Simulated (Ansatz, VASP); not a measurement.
# Cross-check of InAs between VASP and Ansatz, part 2 of 2

Aim: how closely do two programs agree when they are given the same cell, functional and k mesh? The structure shown is the start of the Ansatz relaxation below; VASP solves that cell, so the two are compared at the walk's first step.

VASP 6.6.1 and Ansatz 0.2.0.

So far. Step 3 (VASP: single point, PBEsol, start cell, pair 1): The run ends at a pressure of 3.10 GPa, with forces up to 0.12 eV/Å.

## Step 7: VASP: single point, PBEsol, start cell, pair 2

Level of this step: PBEsol; plane waves and PAW (As, In_d) (VASP).

The same cell, functional, mesh and smearing now go to VASP, with its own data sets.

Contents of INCAR:

```
SYSTEM = InAs
PREC = Accurate
ENCUT = 400
EDIFF = 1E-06
NELM = 120
ISMEAR = 1
SIGMA = 0.2
LREAL = .FALSE.
ALGO = Normal
GGA = PS
NBANDS = 15
LORBIT = 11
LWAVE = .FALSE.
LCHARG = .FALSE.
ISIF = 2
LASPH = .TRUE.
GGA_COMPAT = .FALSE.
KPAR = 2
```

Contents of POSCAR:

```
InAs
1.0
    0.0535120000      3.0361810000      3.0361810000
    3.0361810000      0.0535120000      3.0361810000
    3.0361810000      3.0361810000      0.0535120000
As In
1 1
Direct
    0.7509405189      0.7509405189      0.7509405189
    0.9990595628      0.9990595628      0.9990595628
```

Contents of KPOINTS:

```
Automatic mesh
0
Gamma
12 12 12
0 0 0
```

PAW data sets: As and In_d (PBE family, release 64).

On the command line:

```console
$ mpirun -np 2 vasp_std
```

Numbers of over 12 decimals in the logs are rounded to 6 here.

What it wrote:

```text
[banner, memory and clock lines left out]
running    2 mpi-ranks, on    1 nodes
[...]
[... a notice as in an earlier step ...]

 LDA part: xc-table for (Slater+PW92), standard interpolation
 POSCAR, INCAR and KPOINTS ok, starting setup
[...]
entering main loop
       N       E                     dE             d eps       ncg     rms          rms(c)
DAV:   1     0.102614662845E+03    0.10261E+03   -0.72167E+03  5729   0.107E+03
DAV:   2    -0.197494099560E+01   -0.10459E+03   -0.10093E+03  6195   0.272E+02
DAV:   3    -0.860741240991E+01   -0.66325E+01   -0.66045E+01  7245   0.735E+01
DAV:   4    -0.876741725988E+01   -0.16000E+00   -0.15996E+00  7060   0.127E+01
[...]
DAV:  10    -0.847025976715E+01   -0.72910E-04   -0.14116E-04  8526   0.189E-01    0.692E-02
DAV:  11    -0.847027846227E+01   -0.18695E-04   -0.56421E-05  6636   0.118E-01    0.488E-02
DAV:  12    -0.847027788330E+01    0.57896E-06   -0.62343E-06  6754   0.320E-02
   1 F= -.84702779E+01 E0= -.84704100E+01  d E =0.396218E-03
```

From OUTCAR (step 7):

```text
  Total        0.7311543      0.7311543      0.7311543     -0.2858450     -0.2858450     -0.2858450
  in kB       21.4951982     21.4951982     21.4951982     -8.4035530     -8.4035530     -8.4035530
  external PRESSURE =      21.4951982 kB  Pullay stress =       0.0000000 kB

 POSITION                                       TOTAL-FORCE (eV/Angst)
 -----------------------------------------------------------------------------------
      4.60017      4.60017      4.60017         0.060594      0.060594      0.060594
      6.12011      6.12011      6.12011        -0.060594     -0.060594     -0.060594
 -----------------------------------------------------------------------------------
    total drift:                                0.000235      0.000235      0.000235

  FREE ENERGIE OF THE ION-ELECTRON SYSTEM (eV)
  ---------------------------------------------------
  free  energy   TOTEN  =        -8.4702778833 eV

  energy  without entropy=       -8.4706741014  energy(sigma->0) =       -8.47040996

[... 1 part as in an earlier step ...]

[... 2 further parts left out ...]
[key lines of the parts left out:]
E-fermi :   4.5867
```

The run ends at a pressure of 2.15 GPa, with forces up to 0.10 eV/Å.

## Step 8: Side by side

What differs besides the data sets and the points named for the pairs above, as far as they apply: the data sets hold 28 valence electrons in Ansatz (on its PAW soft_1 files) and 18 in VASP. Total energies have different zeros and are not compared.

Forces (eV/Å; atoms numbered as in POSCAR):

```csv
atom,"Ansatz x, y, z","VASP x, y, z"
As1,"0.060, 0.060, 0.060","0.061, 0.061, 0.061"
In2,"-0.060, -0.060, -0.060","-0.061, -0.061, -0.061"
```

The forces differ by 0.4 meV/Å r.m.s., which is 0.7 % of the r.m.s. force of 0.061 eV/Å (both taken over all components).

## Step 9: Further runs

Further runs change the set-up of one program: Ansatz's method, potentials or start, or VASP's data sets, cutoff or form of LDA. The table gives that difference for each run.

```csv
run,r.m.s. force difference (meV/Å)
as above,0.44
VASP with a cutoff of 500 eV (perhaps on Ansatz's relaxed cell),0.16
```

## Step 10: Ansatz: relaxation, PBEsol

The two programs are compared at the cell with which this relaxation starts, whose forces are those of its first step. The cell compared in this pair holds 55.26 Å³, against 54.50 Å³ for the pair before.

The structure compared here is the start of the Ansatz relaxation; VASP solves that cell, so the two are compared at the walk's first step.

Contents of input.yaml:

```yaml
crystal:
  lattice:
    - [0.0202902648, 3.0333945848, 3.0333945848]
    - [3.0333945848, 0.0202902648, 3.0333945848]
    - [3.0333945848, 3.0333945848, 0.0202902648]
  atoms:
    - { symbol: As, position: [0.75, 0.75, 0.75] }
    - { symbol: In, position: [0.0, 0.0, 0.0] }
  conventional_axes: [[-1, 1, 0], [0, -1, 1], [1, 1, 1]]
kpoints:
  mp_grid: { grid: [12, 12, 12] }
hamiltonian:
  xc: pbesol
  pseudopotentials: { kind: paw, azcp: { folder: soft_1 }, xc_functional: pbe }
scf:
  occupations: { method: methfessel_paxton, width: 0.2 }
output:
  forces: true
  stress: true
  eigenvalues: true
relax:
  adjacent_minimum: "off"
  f_tol: 0.001
  max_steps: 60
  cell: { stress_tol: 0.01, fix: [a, b, gamma] }
```

On the command line:

```console
$ ansatz run input.yaml --threads 4 --pin off --max-ram 10240MiB --backend cpu --events-out ev --progress --plain --runs-dir out
```

What it wrote:

```text
[...]
Crystal: 2 atoms, lattice volume = 55.263 Å³
Basis set: ecut = 420 eV, 1067 PW (Γ), exchange–correlation on 60×60×60 points (8 copies of the dense FFT grid, shifted against one another)
Bands: 18, of which v1, the nominal top of the filled ones, is band 14 counted from 1 (13 counted from 0)
Symmetry: 6 space group operations
[...]
k-points: 189 of 1728 (time reversal used)
[...]
k-point 188: bands = [... 10 lower, -2.9829, 1.6411, 6.5369, 6.5369, 8.4561, 12.1652, 12.1652, 14.2076]
--- Relaxed structure (3 steps of the walk, 3 accepted, 1 SCFs on fresh bases) ---
[...]
cell:  # Å, volume = 55.6156 Å³
    - [0.033222, 3.046327, 3.046327]
    - [3.046327, 0.033222, 3.046327]
    - [3.046327, 3.046327, 0.033222]
  atoms:
    - { symbol: As, position: [0.750940, 0.750940, 0.750940] }
    - { symbol: In, position: [-0.000940357, -0.000940357, -0.000940357] }
[key lines of the parts left out:]
SCF converged after 6 iterations
Free energy (F): -10338.892259 eV
Fermi energy:    7.514831 eV
P = ⅓ Tr σ = 0.7966 GPa (7.966 kbar)
```

## Step 11: VASP: single point, PBEsol, start cell, pair 3

The same cell, functional, mesh and smearing now go to VASP, with its own data sets.

INCAR is that of step 7.

Contents of POSCAR:

```
InAs
1.0
    0.0202900000      3.0333950000      3.0333950000
    3.0333950000      0.0202900000      3.0333950000
    3.0333950000      3.0333950000      0.0202900000
As In
1 1
Direct
    0.7500000000      0.7500000000      0.7500000000
    0.0000000000      0.0000000000      0.0000000000
```

KPOINTS is that of step 7.

On the command line:

```console
$ mpirun -np 2 vasp_std
```

What it wrote:

```text
[... set-up lines as in an earlier step ...]
 entering main loop
       N       E                     dE             d eps       ncg     rms          rms(c)
DAV:   1     0.103507307534E+03    0.10351E+03   -0.72668E+03  5728   0.108E+03
DAV:   2    -0.189241307638E+01   -0.10540E+03   -0.10146E+03  6188   0.272E+02
DAV:   3    -0.861180408412E+01   -0.67194E+01   -0.66908E+01  7259   0.737E+01
DAV:   4    -0.877485032429E+01   -0.16305E+00   -0.16301E+00  7063   0.129E+01
[...]
DAV:  10    -0.848370737748E+01   -0.71165E-04   -0.13223E-04  8575   0.177E-01    0.661E-02
DAV:  11    -0.848372649571E+01   -0.19118E-04   -0.55165E-05  6573   0.112E-01    0.472E-02
DAV:  12    -0.848372616680E+01    0.32891E-06   -0.58185E-06  6632   0.300E-02
   1 F= -.84837262E+01 E0= -.84838658E+01  d E =0.418950E-03
```

Parts of OUTCAR (step 11):

```text
  Total        0.4323421      0.4323421      0.4323421     -0.1407668     -0.1407668     -0.1407668
  in kB       12.5343153     12.5343153     12.5343153     -4.0810640     -4.0810640     -4.0810640
  external PRESSURE =      12.5343153 kB  Pullay stress =       0.0000000 kB

 POSITION                                       TOTAL-FORCE (eV/Angst)
 -----------------------------------------------------------------------------------
      4.56531      4.56531      4.56531         0.054233      0.054233      0.054233
      0.00000      0.00000      0.00000        -0.054233     -0.054233     -0.054233
 -----------------------------------------------------------------------------------
    total drift:                               -0.000056     -0.000056     -0.000056

  FREE ENERGIE OF THE ION-ELECTRON SYSTEM (eV)
  ---------------------------------------------------
  free  energy   TOTEN  =        -8.4837261668 eV

  energy  without entropy=       -8.4841451168  energy(sigma->0) =       -8.48386582

[... 1 part as in an earlier step ...]

[... 2 further parts left out ...]
[key lines of the parts left out:]
E-fermi :   4.4191
```

The run ends at a pressure of 1.25 GPa, with forces up to 0.094 eV/Å.

## Step 12: Side by side

What differs besides the data sets and the points named for the pairs above, as far as they apply: the data sets hold 28 valence electrons in Ansatz (on its PAW soft_1 files) and 18 in VASP. Total energies have different zeros and are not compared.

Forces (eV/Å; atoms numbered as in POSCAR):

```csv
atom,"Ansatz x, y, z","VASP x, y, z"
As1,"0.054, 0.054, 0.054","0.054, 0.054, 0.054"
In2,"-0.054, -0.054, -0.054","-0.054, -0.054, -0.054"
```

The forces differ by 0.4 meV/Å r.m.s., which is 0.7 % of the r.m.s. force of 0.054 eV/Å (both taken over all components).

## Step 13: Further runs

Further runs change the set-up of one program: Ansatz's method, potentials or start, or VASP's data sets, cutoff or form of LDA. The table gives that difference for each run.

```csv
run,r.m.s. force difference (meV/Å)
as above,0.37
VASP with a cutoff of 500 eV (perhaps on Ansatz's relaxed cell),0.26
```

## Step 14: Outcome

```
r.m.s. force difference (single point, PBEsol, start cell, pair 1) : 0.83 meV/Å
r.m.s. force difference (single point, PBEsol, start cell, pair 2) : 0.44 meV/Å
r.m.s. force difference (single point, PBEsol, start cell, pair 3) : 0.37 meV/Å
```

The r.m.s. force difference is 0.83 meV/Å (single point, PBEsol, start cell, pair 1), within the 12 meV/Å picked in this series as the mark of a large difference. The data sets hold unlike numbers of valence electrons (28 in Ansatz and 18 in VASP), so part of the differences comes from the potentials. Single point, PBEsol, start cell, pair 1, VASP with a cutoff of 500 eV (perhaps on Ansatz's relaxed cell): r.m.s. force difference goes from 0.83 to 0.62 meV/Å. Single point, PBEsol, start cell, pair 2, VASP with a cutoff of 500 eV (perhaps on Ansatz's relaxed cell): r.m.s. force difference goes from 0.44 to 0.16 meV/Å. Single point, PBEsol, start cell, pair 3, VASP with a cutoff of 500 eV (perhaps on Ansatz's relaxed cell): r.m.s. force difference goes from 0.37 to 0.26 meV/Å. 7 further runs of this series are not shown here. How closely two codes agree says nothing of how well the functional describes the real material.

[Lines on the potential files, build, host, timing and source positions are cut from VASP's logs without a mark.]

[Logs are printed without paths, hosts, clocks, repeated set-up lines and the standing remarks that a program may print on its own settings, such as how far it seeks lower states.]

[Hosts, paths, dates, database ids (printed as entryN), source tags and the programs' standing remarks are cut or masked in the printed files.]

[Rows of further runs with another cutoff or data set may stand on the cell that Ansatz relaxed, not on the start cell of the pair above them.]
